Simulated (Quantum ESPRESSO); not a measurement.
The system is AlO.

```
Al O
1.0
     2.76919    0.00000    0.00000
     0.00000    2.76919    0.00000
     0.00000    0.00000    2.76919
Al O
1 1
Direct
  0.50000 0.50000 0.50000
  0.00000 0.00000 0.00000
```

The cell was built by a generator and needn't be a form met in nature.

Base run:

```yaml
Program: Quantum ESPRESSO 7.5
Functional: PBE
Potentials_or_basis: SSSP 1.3 efficiency PBE
Cutoff: 748 eV
Density_cutoff: 5987 eV
k_mesh: 10 × 10 × 10
Occupations: fermi-dirac, width 0.05 eV
Spin: no spin polarisation
```

Its results: band gap on the k mesh none (metal or under the smearing width); pressure -0.2 GPa.

Question: The run is repeated on the same cell with these changes: potentials or basis from SSSP 1.3 efficiency PBE to SG15 PBE 1.2; cutoff from 748 eV to 1197 eV; density cutoff from 5987 eV to 4789 eV; k mesh from 10 × 10 × 10 to 5 × 5 × 5; valence electrons from 9 to 17. What comes out?

Answer: Band gap on the k mesh none (metal or under the smearing width); pressure -0.8 GPa.

Caveats: some runs use coarse meshes; an odd number of electrons without spin polarisation forces a metal; a magnetic or distorted state may lie lower.

Not every run made on this cell is shown here.
